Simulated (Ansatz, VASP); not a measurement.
One calculation of C, two programs

```
CELL_PARAMETERS angstrom
0.00000 1.78337 1.78337
1.78337 0.00000 1.78337
1.78337 1.78337 0.00000
ATOMIC_POSITIONS crystal
C 0.75000 0.75000 0.75000
C 0.50000 0.50000 0.50000
```

This isn't the form of C at room conditions, which is graphite.

Alike in both runs: task relaxation of cell and atoms; functional RPBE; k mesh 13 × 13 × 13; occupations fermi-dirac, width 0.05 eV; no spin polarisation.

```csv
,VASP,Ansatz
version,VASP 6.6.1,Ansatz 0.2.0
potentials or method,"VASP PAW PBE potentials, release 64 (C)",Ansatz PAW
plane-wave cutoff (eV),600,420
valence electrons in the cell,8,8
```

Ansatz gave:

```
gap on the k mesh at the Fermi level, each at its own relaxed structure (eV) : 4.11
relaxed volume (Å³/atom)                                                     : 5.78
relaxed cell length with the largest relative difference (Å)                 : 2.538
energy change over the relaxation (meV/atom)                                 : -3
```

Q: Which values does VASP return?

A: gap on the k mesh at the Fermi level, each at its own relaxed structure (eV): 4.10; relaxed volume (Å³/atom): 5.77; relaxed cell length with the largest relative difference (Å): 2.537; energy change over the relaxation (meV/atom): -2.

Caveats: the PAW data sets were made with another functional, which shifts forces and pressure a little (VASP); an odd mesh through Γ misses points on the zone boundary, where band edges often lie (VASP); odd divisions of the mesh miss points on the zone boundary, where band edges often lie, so the gap on the mesh can be too wide (Ansatz); the plane-wave basis is chosen anew once the cell has moved, so the energies of steps on either side of that aren't comparable (Ansatz); the pressure holds a Pulay correction of +0.9 GPa for the finite cutoff (Ansatz); the PAW data sets come from PBE, with cores solved anew for the run's functional, which leaves a small shift of forces and pressure (Ansatz). Zero-point motion and thermal expansion aren't in these numbers.
